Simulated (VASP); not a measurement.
A run of VASP 6.6.1 is set up as follows.

Contents of INCAR:

```
ALGO = Normal ; EDIFF = 1E-7
ENCUT = 520 ; ISIF = 2
ISMEAR = -1 ; LASPH = True
LCHARG = False ; LMIXTAU = True
LREAL = False ; LWAVE = False
METAGGA = TPSS ; NBANDS = 16
NELM = 60 ; PREC = Accurate
SIGMA = 0.05
```

File KPOINTS:

```
k-points
0
Gamma
  8 8 8
```

POSCAR

```
GaP
1.0
    0.0000000000      2.7252500000      2.7252500000
    2.7252500000      0.0000000000      2.7252500000
    2.7252500000      2.7252500000      0.0000000000
Ga P
1 1
Direct
    0.0000000000      0.0000000000      0.0000000000
    0.7500000000      0.7500000000      0.7500000000
```

The input KPOINTS_OPT:

```
path GXWKGLUWLK,UX
15
line-mode
reciprocal
 0.0000000000  0.0000000000  0.0000000000  G
 0.5000000000  0.0000000000  0.5000000000  X

 0.5000000000  0.0000000000  0.5000000000  X
 0.5000000000  0.2500000000  0.7500000000  W

 0.5000000000  0.2500000000  0.7500000000  W
 0.3750000000  0.3750000000  0.7500000000  K

 0.3750000000  0.3750000000  0.7500000000  K
 0.0000000000  0.0000000000  0.0000000000  G

 0.0000000000  0.0000000000  0.0000000000  G
 0.5000000000  0.5000000000  0.5000000000  L

 0.5000000000  0.5000000000  0.5000000000  L
 0.6250000000  0.2500000000  0.6250000000  U

 0.6250000000  0.2500000000  0.6250000000  U
 0.5000000000  0.2500000000  0.7500000000  W

 0.5000000000  0.2500000000  0.7500000000  W
 0.5000000000  0.5000000000  0.5000000000  L

 0.5000000000  0.5000000000  0.5000000000  L
 0.3750000000  0.3750000000  0.7500000000  K

 0.6250000000  0.2500000000  0.6250000000  U
 0.5000000000  0.0000000000  0.5000000000  X
```

Potentials or basis: VASP PAW PBE potentials, release 64 (Ga_d, P).

The run is started by

```console
$ cat potpaw_PBE.64/Ga_d/POTCAR potpaw_PBE.64/P/POTCAR > POTCAR
$ mpirun -np 1 vasp_std > vasp.out
```

Q: What does it give for the band gap on the k mesh?

A: 1.69 eV, indirect (least direct gap 2.01 eV).

Q: Predict the pressure.

A: 1.4 GPa.

Q: What does it give for the band gap along the path?

A: 1.64 eV, indirect (least direct gap 2.01 eV).

Levels at the corners of the path, in eV from the valence-band top:
```csv
point,band 6,band 7,band 8,band 9,band 10,band 11,band 12,band 13
Γ,-12.70,0.00,0.00,0.00,2.01,4.03,4.03,4.03
X,-9.69,-6.80,-2.71,-2.71,1.69,1.89,10.88,10.88
X,-9.69,-6.80,-2.71,-2.71,1.69,1.89,10.88,10.88
W,-9.60,-6.58,-3.63,-3.47,4.75,5.02,6.26,6.30
W,-9.60,-6.58,-3.63,-3.47,4.75,5.02,6.26,6.30
K,-9.72,-6.59,-4.00,-2.28,2.25,4.91,8.43,8.46
K,-9.72,-6.59,-4.00,-2.28,2.25,4.91,8.43,8.46
Γ,-12.70,0.00,0.00,0.00,2.01,4.03,4.03,4.03
Γ,-12.70,0.00,0.00,0.00,2.01,4.03,4.03,4.03
L,-10.59,-6.70,-1.13,-1.13,1.80,4.86,4.86,8.33
L,-10.59,-6.70,-1.13,-1.13,1.80,4.86,4.86,8.33
U,-9.72,-6.59,-4.00,-2.28,2.25,4.91,8.43,8.46
U,-9.72,-6.59,-4.00,-2.28,2.25,4.91,8.43,8.46
W,-9.60,-6.58,-3.63,-3.47,4.75,5.02,6.26,6.30
W,-9.60,-6.58,-3.63,-3.47,4.75,5.02,6.26,6.30
L,-10.59,-6.70,-1.13,-1.13,1.80,4.86,4.86,8.33
L,-10.59,-6.70,-1.13,-1.13,1.80,4.86,4.86,8.33
K,-9.72,-6.59,-4.00,-2.28,2.25,4.91,8.43,8.46
U,-9.72,-6.59,-4.00,-2.28,2.25,4.91,8.43,8.46
X,-9.69,-6.80,-2.71,-2.71,1.69,1.89,10.88,10.88
```

Caveat: the PAW data sets were made with another functional, which shifts forces and pressure a little.

**Experimental background.**

“Stacking defects in GaP nanowires: Electronic structure and optical properties”, 2018, arxiv:1810.01194 quotes, for a bulk crystal of GaP at 10 K: band gap 2.34 eV (indirect).

Against the measured gap of GaP, 2.34 eV (indirect; 10 K; quoted in “Stacking defects in GaP nanowires: Electronic structure and optical properties”, 2018, arxiv:1810.01194), the calculated 1.64 eV is off by -0.70 eV. Spin-orbit coupling on Ga is left out. The value is that of TPSS, without temperature or zero-point motion.
